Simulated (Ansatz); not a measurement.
The system is SiO2.

```
Si O
1.0
     4.97559    0.00000    0.00000
     0.00000    4.97559    0.00000
     0.00000    0.00000    6.90089
Si O
4 8
Direct
  0.80325 0.80325 0.50000
  0.69675 0.30325 0.25000
  0.30325 0.69675 0.75000
  0.19675 0.19675 0.00000
  0.76176 0.11039 0.43204
  0.88961 0.23824 0.06796
  0.11039 0.76176 0.56796
  0.26176 0.38961 0.81796
  0.23824 0.88961 0.93204
  0.73824 0.61039 0.31796
  0.38961 0.26176 0.18204
  0.61039 0.73824 0.68204
```

The cell comes from a database or a generator and needn't be the stable form of this composition.

Base run:

- Program: Ansatz 0.2.0
- Functional: r2SCAN
- Potentials or basis: Ansatz PAW
- Cutoff: 500 eV (not typed: the program's choice for these potentials)
- k mesh: 6 × 6 × 4
- Occupations: fermi-dirac, width 0.05 eV
- Spin: no spin polarisation

Its results: band gap on the k mesh 6.35 eV, direct; pressure 0.1 GPa; largest force 0.033 eV/Å.

Question: The run is repeated on the same cell with these changes: functional from r2SCAN to PBEsol; cutoff from 500 eV (not typed: the program's choice for these potentials) to 420 eV (not typed: the program's choice for these potentials). What comes out?

Answer: Band gap on the k mesh 5.67 eV, direct; pressure 2.4 GPa; largest force 0.157 eV/Å.

r2SCAN gives the wider gap, since meta-GGAs in the generalised Kohn-Sham scheme recover part of the derivative discontinuity.

Caveats: the PAW data sets come from PBE, with cores solved anew for the run's functional, which leaves a small shift of forces and pressure.
